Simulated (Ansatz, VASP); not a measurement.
**Ta2O5: VASP beside Ansatz**

Wanted: the spread between two codes on one cell, functional and k mesh. The cell is taken from a series of runs on this material, whose earlier steps may have relaxed, scaled, displaced or heated it; both programs get it as it stands.

Main program and level: Ansatz 0.2.0; plane waves, with VASP 6.6.1 beside it; single point at HSE06 with D3(BJ).

## (1) The starting structure

Symmetry: Cmmm, No. 65, orthorhombic system. Conventional cell: a = 3.832 Å, b = 13.013 Å, c = 3.853 Å, α = 90.00°, β = 90.00°, γ = 90.00°. Nearest to Ta lie 6 O at 1.90 to 2.20 Å. Nearest to O lie 2 Ta at 1.93 Å. O has 3 Ta at 1.98 to 2.20 Å nearest. Nearest to O lie 2 Ta at 1.90 Å. Farther neighbours and most contacts between anions are not listed. That group holds within 0.01 Å; judged at 0.001 Å it is P2/m (No. 10).

Coordinates:

```xyz
7
Lattice="3.8314 0.0000 -0.0294 0.0000 3.8534 0.0000 -1.8641 0.0000 6.5212" Properties=species:S:1:pos:R:3 pbc="T T T"
Ta    0.9989    0.0000    5.1430
Ta    0.9683    0.0000    1.3488
O     1.0000    1.9267    5.1980
O     0.9673    1.9267    1.2938
O    -0.9127    0.0000    5.6682
O     2.8799    0.0000    0.8236
O     0.9836    0.0000    3.2459
```

## (2) VASP: single point, HSE06 with D3(BJ)

With cell and atoms fixed, the geometry can't cause a difference; cores, projectors, grids and the points listed under the comparison can.

Lines of VASP's logs that name or quote its potential files are left out, and so is its time.

The run reads the wave functions of an earlier VASP run, which isn't shown here.

Input file INCAR:

```
SYSTEM = Ta2O5
PREC = Accurate
ENCUT = 520
EDIFF = 1E-06
NELM = 100
ISMEAR = 0
SIGMA = 0.01
LREAL = .FALSE.
ALGO = Normal
LHFCALC = .TRUE.
AEXX = 0.25
GGA = PE
HFSCREEN = 0.208
IVDW = 12
VDW_S6 = 1
VDW_S8 = 2.31
VDW_A1 = 0.383
VDW_A2 = 5.685
LASPH = .TRUE.
NBANDS = 33
PRECFOCK = Fast
LORBIT = 11
LWAVE = .FALSE.
LCHARG = .FALSE.
KPAR = 4
NCORE = 2
ISIF = 2
```

Input file POSCAR:

```
Ta2O5
1.0
    3.8313909623      0.0000000000     -0.0293847505
    0.0000000000      3.8534228304      0.0000000000
   -1.8641420831      0.0000000000      6.5211695107
Ta O
2 5
Direct
    0.6458570225      0.0000000000      0.7915764560
    0.3541429775      0.0000000000      0.2084235440
    0.6502462089      0.5000000000      0.8000199967
    0.3497537911      0.5000000000      0.1999800033
    0.1850975352      0.0000000000      0.8700300872
    0.8149024648      0.0000000000      0.1299699128
    0.5000000000      0.0000000000      0.5000000000
```

Input file KPOINTS:

```
Automatic mesh
0
Gamma
4 4 2
0 0 0
```

Potentials, in the order of the species: Ta_pv and O (PBE family, release 64).

On the command line:

```sh
$ mpirun -np 8 vasp_std
```

Numbers of over 12 decimals in the logs are rounded to 6 here.

What it wrote:

```text
[banner, memory and clock lines left out]
running    8 mpi-ranks, on    1 nodes
 distrk:  each k-point on    2 cores,    4 groups
 distr:  one band on    2 cores,    1 groups

 POSCAR found type information on POSCAR TaO
 POSCAR found :  2 types and       7 ions
 LDA part: xc-table for (Slater+PW92), standard interpolation
 found WAVECAR, reading the header
 POSCAR, INCAR and KPOINTS ok, starting setup
 FFT: planning ... GRIDC
 FFT: planning ... GRID_SOFT
 FFT: planning ... GRID
 reading WAVECAR
 the WAVECAR file was read successfully
 initial charge from wavefunction
 entering main loop
       N       E                     dE             d eps       ncg     rms          rms(c)
DAV:   1    -0.826640856319E+02   -0.82664E+02   -0.14470E+00  1306   0.953E+00    0.374E+00
DAV:   2    -0.826157774147E+02    0.48308E-01   -0.20160E-01  1293   0.376E+00    0.183E+00
DAV:   3    -0.826090026153E+02    0.67748E-02   -0.39967E-02  1367   0.140E+00    0.828E-01
DAV:   4    -0.826067093669E+02    0.22932E-02   -0.64967E-03  1377   0.529E-01    0.409E-01
DAV:   5    -0.826061950012E+02    0.51437E-03   -0.25289E-03  1334   0.281E-01    0.205E-01
DAV:   6    -0.826061214757E+02    0.73525E-04   -0.17570E-04  1426   0.999E-02    0.104E-01
DAV:   7    -0.826060973467E+02    0.24129E-04   -0.51412E-05  1409   0.524E-02    0.552E-02
DAV:   8    -0.826060956957E+02    0.16510E-05   -0.82350E-06  1456   0.223E-02    0.326E-02
DAV:   9    -0.826060956875E+02    0.82400E-08   -0.33978E-06  1087   0.145E-02
   1 F= -.84171310E+02 E0= -.84171310E+02  d E =-.142318E-16
```

OUTCAR, selected parts (step 2):

```text
ion  position               nearest neighbor table
   1  0.646  0.000  0.792-   7 1.90   3 1.93   3 1.93   5 1.98   5 1.98   6 2.20   2 3.32   2 3.32

  LATTYP: Found a simple monoclinic cell.
 ALAT       =     3.8315036434
 B/A-ratio  =     1.0057207794
 C/A-ratio  =     1.7701614195
 COS(beta)  =    -0.2822165294

 Subroutine GETGRP returns: Found  4 space group operations
 (whereof  4 operations were pure point group operations)

The static configuration has the point symmetry C_2h.

 Found     18 irreducible k-points:

   k-points           NKPTS =     18   k-points in BZ     NKDIM =     32   number of bands    NBANDS=     33

   dimension x,y,z NGX =    28 NGY =   30 NGZ =   50
   dimension x,y,z NGXF=    56 NGYF=   60 NGZF=  100

   ENCUT  =  520.0 eV  38.22 Ry    6.18 a.u.   7.12  7.16 12.61*2*pi/ulx,y,z

   NELECT =      52.0000    total number of electrons

 k-points in reciprocal lattice and weights: Automatic mesh
   0.00000000  0.00000000  0.00000000       0.031
   0.25000000  0.00000000  0.00000000       0.062
   0.50000000  0.00000000  0.00000000       0.031
   0.00000000  0.25000000  0.00000000       0.062
   0.25000000  0.25000000  0.00000000       0.125
   0.50000000  0.25000000  0.00000000       0.062
   0.00000000  0.50000000  0.00000000       0.031
   0.25000000  0.50000000  0.00000000       0.062
   0.50000000  0.50000000  0.00000000       0.031
[...]
0.25000000  0.50000000  0.50000000       0.062
   0.50000000  0.50000000  0.50000000       0.031

  exchange ACFDT corr.  =         0.00000000  see jH, gK, PRB 81, 115126

 average (electrostatic) potential at core
       1 -37.3683       2 -37.3683       3 -66.2027       4 -66.2027       5 -67.2054
       6 -67.2054       7 -67.2145

 E-fermi :   0.0449

 k-point     1 :       0.0000    0.0000    0.0000
  band No.  band energies     occupation
    ...
     22      -1.0756      2.00000
     23      -1.0346      2.00000
     24      -0.8243      2.00000
     25      -0.6653      2.00000
     26      -0.5674      2.00000
     27       3.5945      0.00000
     28       4.0360      0.00000
     29       4.2224      0.00000
     30       5.8624      0.00000
     31       5.8889      0.00000
    ...

 k-point     2 :       0.2500    0.0000    0.0000
  band No.  band energies     occupation
    ...
     22      -1.3251      2.00000
     23      -1.3169      2.00000
     24      -0.9959      2.00000
     25      -0.9044      2.00000
     26      -0.6992      2.00000
     27       4.0357      0.00000
     28       4.5728      0.00000
     29       4.8200      0.00000
     30       4.9622      0.00000
     31       6.2536      0.00000
    ...

 k-point     3 :       0.5000    0.0000    0.0000
  band No.  band energies     occupation
    ...
     22      -1.5635      2.00000
     23      -1.3252      2.00000
     24      -1.2784      2.00000
     25      -0.9472      2.00000
     26      -0.7502      2.00000
     27       3.9285      0.00000
     28       4.6268      0.00000
     29       5.5017      0.00000
     30       6.1746      0.00000
     31       6.5090      0.00000
    ...

 Edisp (eV)   -1.56521

  Total      -0.98868    -1.90027    -1.37447     0.00000     0.00000    -0.02935
  in kB     -16.48895   -31.69209   -22.92293     0.00000     0.00000    -0.48953
  external pressure =      -23.70 kB  Pullay stress =        0.00 kB

  energy-cutoff  :      520.00
  volume of cell :       96.07
      direct lattice vectors                 reciprocal lattice vectors
     3.831390962  0.000000000 -0.029384751     0.261575293  0.000000000  0.074773936
     0.000000000  3.853422830  0.000000000     0.000000000  0.259509544  0.000000000
    -1.864142083  0.000000000  6.521169511     0.001178673  0.000000000  0.153683662

 POSITION                                       TOTAL-FORCE (eV/Angst)
 -----------------------------------------------------------------------------------
      0.99892      0.00000      5.14303         0.009619     -0.000000     -0.057052
      0.96833      0.00000      1.34876        -0.009619     -0.000000      0.057052
      1.00000      1.92671      5.19796        -0.001215     -0.000000     -0.023354
      0.96725      1.92671      1.29383         0.001215      0.000000      0.023354
     -0.91268      0.00000      5.66817        -0.013382     -0.000000      0.045083
      2.87993      0.00000      0.82361         0.013382     -0.000000     -0.045083
      0.98362      0.00000      3.24589         0.000000     -0.000000     -0.000000
 -----------------------------------------------------------------------------------
    total drift:                                0.000000     -0.000000      0.000000

  FREE ENERGIE OF THE ION-ELECTRON SYSTEM (eV)
  ---------------------------------------------------
  free  energy   TOTEN  =       -84.1713099104 eV

  energy  without entropy=      -84.1713099104  energy(sigma->0) =      -84.17130991

 total charge
# of ion       s       p       d       tot
------------------------------------------
    1        0.359   6.381   1.995   8.735
    2        0.359   6.381   1.995   8.735
    3        1.576   3.564   0.000   5.140
    4        1.576   3.564   0.000   5.140
    5        1.566   3.598   0.000   5.163
    6        1.566   3.598   0.000   5.163
    7        1.575   3.577   0.000   5.152
--------------------------------------------------
tot          8.576  30.661   3.991  43.228

[... 3 further parts left out ...]
```

The k-mesh is coarse for exact exchange; levels may shift by about 0.1 eV on a finer one.

(Continued in part 2 of 2.)

[Lines on the potential files, build, host, timing and source positions are cut from VASP's logs without a mark.]

[Logs are printed without paths, hosts, clocks, repeated set-up lines and the standing remarks that a program may print on its own settings, such as how far it seeks lower states.]

[Hosts, paths, dates, database ids (printed as entryN), source tags and the programs' standing remarks are cut or masked in the printed files.]
